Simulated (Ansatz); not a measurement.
Ionic part of the dielectric constant of AlP at 2 GPa, mode by mode

Theory: DFT LDA, scalar-relativistic, plane waves, PAW in Ansatz. Cutoff 420 eV, 10×10×10 k-points (Γ-centred), fixed occupations. No spin polarisation. Phonons by linear response, acoustic sum rule imposed.

It takes space group F-43m (No. 216, cubic). Conventional cell: a = 5.395 Å, b = 5.395 Å, c = 5.395 Å, α = 90.00°, β = 90.00°, γ = 90.00°. Around Al (site symmetry -43m) lie 4 P at 2.34 Å. P (site symmetry -43m) is surrounded by 4 Al at 2.34 Å.

The primitive cell has V = 39.27 Å³ and ε∞,xx = 8.303. Each polar mode adds Δε = (4.92064×10⁷/V)·S/ν² along x, with S its oscillator strength in e²/amu, ν in cm⁻¹ and V in Å³.

Task: From these modes, find each Δε and ε0,xx.
```csv
ν (cm⁻¹),S_xx (e²/amu)
451.7,0.3371
```

Result:
| ν (cm⁻¹) | Δε |
| --- | --- |
| 451.7 | 2.07 |

The sum is 2.070, so ε0,xx = 10.37; the run's tensor has 10.37.

Task: Where do the longitudinal modes lie for a wave vector along x?

Result: At 505 cm⁻¹. The Lyddane–Sachs–Teller product Π(ν_LO/ν_TO)² = 1.25 matches ε0/ε∞ = 1.25.

Cost: 1 run of about 0.62 core-minutes, on Intel Xeon Platinum 8259CL (Skylake/Cascade Lake) (shared hosts).